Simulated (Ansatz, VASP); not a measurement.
CoO: VASP beside Ansatz

```
Co O
1.0
     0.00000    2.10952    2.10952
     2.10952    0.00000    2.10952
     2.10952    2.10952    0.00000
Co O
1 1
Direct
  0.00000 0.00000 0.00000
  0.50000 0.50000 0.50000
```

Change from the starting cell: volume scaled by 0.98, PAW files.

Alike in both runs: task electric field gradients; functional PBE; k mesh 13 × 13 × 13; occupations fermi-dirac, width 0.08 eV; collinear spin.

|  | VASP | Ansatz |
| --- | --- | --- |
| version | VASP 6.6.1 | Ansatz 0.2.0 |
| potentials or method | VASP PAW PBE potentials, release 64 (Co, O) | PAW with Ansatz's default frozen-core files, scalar-relativistic |
| plane-wave cutoff (eV) | 520 | 420 |
| valence electrons in the cell | 15 | 23 |

Ansatz gave:

```
pressure (GPa)                                                 : 3.4
net moment per atom (μB)                                       : 1.41
size of the moment on the site where the two differ most (μB)  : 2.41
Vzz of the field gradient on the site that differs most (V/Å²) : 0.0
```

Task: Estimate VASP's values.

Result: Pressure (GPa): 2.7; net moment per atom (μB): 1.39; size of the moment on the site where the two differ most (μB): 2.46; Vzz of the field gradient on the site that differs most (V/Å²): 0.0.

Site moments also hang on the region over which each program counts them. The functional is the same, so the differences come from potentials, cutoffs and numerics. The two sets of potentials don't hold the same shells in valence.

Caveats: a cell with one magnetic atom can't hold antiferromagnetic order, which such compounds often take.
